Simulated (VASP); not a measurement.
Runs of VASP 6.6.1 on SnO2 (Cassiterite). The structure is tetragonal, space group P4_2/mnm (No. 136). Conventional cell: a = 4.738 Å, b = 4.738 Å, c = 3.187 Å, α = 90.00°, β = 90.00°, γ = 90.00°. Sn (site symmetry mmm) is surrounded by 6 O at 2.05 to 2.06 Å. O (site symmetry m2m) is surrounded by 3 Sn at 2.05 to 2.06 Å. 

```csv
task,level,potentials or basis,spin,cell,k mesh,cutoff (eV),smearing,ladder,by perturbation theory,gap on the mesh (eV),pressure (GPa),relaxed volume (Å³/atom),largest force (eV/Å)
single point,PBEsol,"VASP PAW PBE potentials, release 64 (Sn_d, O)",off,as given,6 × 6 × 8,520,fermi-dirac 0.05 eV,free,-,1.18,(c),-,0.23
relaxation of cell and atoms,optB86b-vdW,"VASP PAW PBE potentials, release 64 (Sn_d, O)",off,relaxed,6 × 6 × 8,600,fermi-dirac 0.05 eV,-,-,0.82,0.1,(b),-
single point,PBE,"VASP PAW PBE potentials, release 64 (Sn_d_GW, O_GW)",off,as given,6 × 6 × 8,550,gaussian 0.05 eV,-,-,(a),10.7,-,0.28
relaxation of cell and atoms,BLYP+D3,"VASP PAW PBE potentials, release 64 (Sn_d, O)",off,relaxed,6 × 6 × 8,600,fermi-dirac 0.05 eV,-,-,0.63,0.0,12.68,-
```

Task: Fill in the values left out.

Result: (a) 1.27; (b) 12.36; (c) 5.4.

Caveats: spin-orbit coupling is left out, which moves the levels of the heavy elements; the PAW data sets were made with another functional, which shifts forces and pressure a little (some runs).

A k mesh can miss the band edges, and the runs leave out spin-orbit coupling on Sn.

Not every run made on this cell is shown here.
